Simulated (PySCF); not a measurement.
Compound: C₈H₆.
Numbering: `[CH:1]#[C:2][c:3]1[cH:4][cH:5][cH:6][cH:7][cH:8]1` (hydrogens: H9 on C1; H10 on C4; H11 on C5; H12 on C6; H13 on C7; H14 on C8)

Structure optimised with GFN2-xTB, isolated species.

Question: List the bond lengths and angles at this level.

Answer: 
```tsv
bond	length (pm)	order
C1≡C2	120.0	triple
C2–C3	141.6	single
C3–C4, C3–C8	139.5	aromatic
C4–C5, C7–C8	138.2	aromatic
C5–C6, C6–C7	138.6	aromatic
C1–H9	104.9	single
C4–H10, C8–H14	108.1	single
C5–H11, C7–H13	108.0	single
C6–H12	108.0	single
```

Bonds in one row agree within 1 pm and their mean is given. Orders are formal, as drawn. A selection of angles:
```tsv
angle	degrees
C2–C1–H9	180.0
C1–C2–C3	179.9
C2–C3–C4	120.2
C4–C3–C8	119.6
C3–C4–C5	119.9
C3–C4–H10	119.5
C5–C4–H10	120.6
C4–C5–C6	120.3
C4–C5–H11	119.7
C6–C5–H11	120.0
C5–C6–C7	120.0
C5–C6–H12	120.0
```

The 8 heavy atoms lie in one plane (0.001 Å rms). The 6-membered ring C3–C4–C5–C6–C7–C8 has internal angles of 119.6° to 120.3°; it is planar, 0.00 Å rms from its mean plane, widest ring torsion 0°. The C–C distances run from 1.200 Å (C1≡C2, drawn triple) to 1.416 Å (C2–C3, drawn single), a spread of 0.216 Å.

Point group: C2v (every atom within 0.08 Å of its image). No frequency check.

These are computed values.
